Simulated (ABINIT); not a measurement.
The system is PbS (Galena).

```
CELL_PARAMETERS angstrom
0.00000 2.96575 2.96575
2.96575 0.00000 2.96575
2.96575 2.96575 0.00000
ATOMIC_POSITIONS crystal
Pb 0.00000 0.00000 0.00000
S 0.50000 0.50000 0.50000
```

Program: ABINIT 10.8.3 (patched build). Alike in all runs: no spin polarisation; cell as given; cutoff (eV) 544; smearing fermi-dirac 0.05 eV. Hardware: 1 thread of AMD EPYC 7R43 64-Core Processor (Zen 3) (shared host).

Question: Order these runs on this cell by their wall time, lowest first.
A. task single point; level LDA; potentials or basis JTH PAW LDA v2.0; k mesh 3 × 3 × 3; mesh quality coarse
B. task band structure; level revPBE; potentials or basis JTH PAW PBE v2.0; k mesh 8 × 8 × 8; mesh quality not flagged
C. task single point; level PBEsol; potentials or basis JTH PAW PBE v2.0; k mesh 3 × 3 × 3; mesh quality coarse

Answer: A (6.8 s), C (15 s), B (110 s).

Caveats: some runs use coarse meshes.

Runs at the PBE level aren't shown here.
